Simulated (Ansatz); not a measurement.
# Molecular dynamics of TaN

The input (input.yaml):

```yaml
accuracy: low
crystal:
  lattice:
    - [-2.988147, -5.175622, 0.0]
    - [4.48222, -2.587811, 0.0]
    - [0.0, 0.0, 5.875127]
  atoms:
    - { symbol: Ta, position: [0.75, 0.5, 0.25] }
    - { symbol: "N", position: [0.5, 0.6666667, 0.0] }
    - { symbol: Ta, position: [0.75, 0.5, 0.75] }
    - { symbol: "N", position: [0.5, 0.6666667, 0.5] }
    - { symbol: Ta, position: [0.5, 0.0, 0.25] }
    - { symbol: "N", position: [0.25, 0.1666667, 0.0] }
    - { symbol: Ta, position: [0.5, 0.0, 0.75] }
    - { symbol: "N", position: [0.25, 0.1666667, 0.5] }
    - { symbol: Ta, position: [0.25, 0.5, 0.25] }
    - { symbol: "N", position: [0.0, 0.6666667, 0.0] }
    - { symbol: Ta, position: [0.25, 0.5, 0.75] }
    - { symbol: "N", position: [0.0, 0.6666667, 0.5] }
    - { symbol: Ta, position: [0.0, 0.0, 0.25] }
    - { symbol: "N", position: [0.75, 0.1666667, 0.0] }
    - { symbol: Ta, position: [0.0, 0.0, 0.75] }
    - { symbol: "N", position: [0.75, 0.1666667, 0.5] }
basis:
  ecutwfc: 420.0
kpoints:
  mp_grid: { grid: [2, 2, 2] }
hamiltonian:
  xc: pbe
  pseudopotentials: { kind: paw, azcp: { folder: soft_1 } }
scf:
  occupations: { method: fermi_dirac, width: 0.36 }
  lower_state_search: "off"
md:
  timestep: 1.12
  n_steps: 160
  ensemble: nvt_langevin
  temperature: 4200.0
  initial_velocities: maxwell_boltzmann
  seed: 815756
  friction: 0.02
```

Launched with:

```bash
$ ansatz run input.yaml --threads 1 --pin off --max-ram 3072MiB --backend cpu --events-out ev --progress --plain --runs-dir out
```

It starts from a structure without forces on its atoms.

Output, in part (step lines):

```
md step     0: t =     0.00 fs  T =  3937.5 K  F+E_penalty+E_count = -82555.77655316 eV  E_kin = 8.143380 eV  (8 SCF iters)
md step     1: t =     1.12 fs  T =  4080.2 K  F+E_penalty+E_count = -82555.72934086 eV  E_kin = 8.438483 eV  (8 SCF iters)
md step     2: t =     2.24 fs  T =  4257.3 K  F+E_penalty+E_count = -82555.58976940 eV  E_kin = 8.804773 eV  (8 SCF iters)
md step     3: t =     3.36 fs  T =  4457.6 K  F+E_penalty+E_count = -82555.35616662 eV  E_kin = 9.219082 eV  (8 SCF iters)
md step     4: t =     4.48 fs  T =  3590.1 K  F+E_penalty+E_count = -82555.04384671 eV  E_kin = 7.424833 eV  (8 SCF iters)
md step     5: t =     5.60 fs  T =  3574.1 K  F+E_penalty+E_count = -82554.66462594 eV  E_kin = 7.391873 eV  (6 SCF iters)
md step     6: t =     6.72 fs  T =  3474.5 K  F+E_penalty+E_count = -82554.22012251 eV  E_kin = 7.185883 eV  (6 SCF iters)
md step     7: t =     7.84 fs  T =  3162.8 K  F+E_penalty+E_count = -82553.74648844 eV  E_kin = 6.541279 eV  (7 SCF iters)
[... lines left out ...]
md step   159: t =   178.08 fs  T =  3316.9 K  F+E_penalty+E_count = -82547.63709333 eV  E_kin = 6.859785 eV  (6 SCF iters)
md step   160: t =   179.20 fs  T =  3323.4 K  F+E_penalty+E_count = -82547.57156106 eV  E_kin = 6.873404 eV  (7 SCF iters)
```

The steps, from the saved trajectory:

```tsv
time (fs)	T (K)	potential energy less start (eV)
0.0	3938	0.000
5.6	3574	1.112
11.2	2959	3.443
16.8	2693	4.686
22.4	2434	4.355
28.0	3065	4.594
33.6	2940	5.959
39.2	1995	7.504
44.8	2710	8.700
50.4	2783	8.893
56.0	2737	8.186
61.6	3846	7.240
67.2	4020	6.949
72.8	4144	7.431
78.4	3815	8.414
84.0	4056	8.545
89.6	4540	7.942
95.2	4318	7.320
100.8	4626	7.008
106.4	4788	7.429
112.0	4181	9.194
117.6	3799	8.999
123.2	4222	7.222
128.8	3732	6.735
134.4	3971	6.617
140.0	4734	6.543
145.6	4100	6.730
151.2	4022	7.259
156.8	4093	7.899
162.4	4644	7.277
168.0	4816	6.717
173.6	3981	7.738
179.2	3323	8.205
```

All steps were run. A run of 0.18 ps of so small a system gives no equilibrium averages. Limits of this set-up: coarse k mesh, low accuracy level.

Mean squared displacements from the first frame to the last, about the centre of mass: Ta 0.06 Å², N 0.07 Å².

Last frame:

```xyz
16
Lattice="-2.9881 -5.1756 0.0000 4.4822 -2.5878 0.0000 0.0000 0.0000 5.8751" Properties=species:S:1:pos:R:3
Ta 0.351 -5.493 1.954
N 1.570 -4.022 0.109
Ta 0.082 -5.362 4.667
N 1.937 -4.628 3.320
Ta -1.368 -2.580 1.732
N 0.081 -2.035 0.248
Ta -1.318 -2.691 4.962
N -0.053 -2.028 3.192
Ta 1.575 -2.675 1.596
N 3.218 -1.724 0.219
Ta 1.437 -2.668 4.534
N 3.034 -1.840 3.037
Ta -0.070 -0.335 1.577
N -1.288 -4.539 0.242
Ta 0.244 -0.059 4.428
N -1.243 -4.471 3.128
```

Run time: 16 min on 1 thread of Arm Neoverse V2, on a shared host, peak memory 0.54 GiB.
